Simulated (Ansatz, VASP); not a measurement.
**Si in VASP and in Ansatz**

```
Si
1.0
     0.00000    2.72185    2.72185
     2.72185    0.00000    2.72185
     2.72185    2.72185    0.00000
Si
2
Cartesian
  1.3609 1.3609 1.3609
  0.0000 0.0000 0.0000
```

Alike in both runs: task relaxation of cell and atoms; functional r2SCAN; k mesh 8 × 8 × 8; occupations gaussian, width 0.02 eV; no spin polarisation.

|  | VASP | Ansatz |
| --- | --- | --- |
| version | VASP 6.6.1 | Ansatz 0.2.0 |
| potentials or method | VASP PAW PBE potentials, release 64 (Si) | scalar-relativistic, plane waves, PAW |
| plane-wave cutoff (eV) | 600 | 500 |
| valence electrons in the cell | 8 | 8 |

Ansatz gave:

```
gap on the k mesh at the Fermi level, each at its own relaxed structure (eV) : 0.81
relaxed volume (Å³/atom)                                                     : 20.16
relaxed cell length with the largest relative difference (Å)                 : 3.849
```

Q: What did VASP give for the same quantities?

A: gap on the k mesh at the Fermi level, each at its own relaxed structure (eV): 0.82; relaxed volume (Å³/atom): 20.12; relaxed cell length with the largest relative difference (Å): 3.847.

Caveats: the PAW data sets were made with another functional, which shifts forces and pressure a little (VASP). r2SCAN opens gaps a little over a GGA but as a rule still falls short of measured ones. A k mesh can miss the band edges.
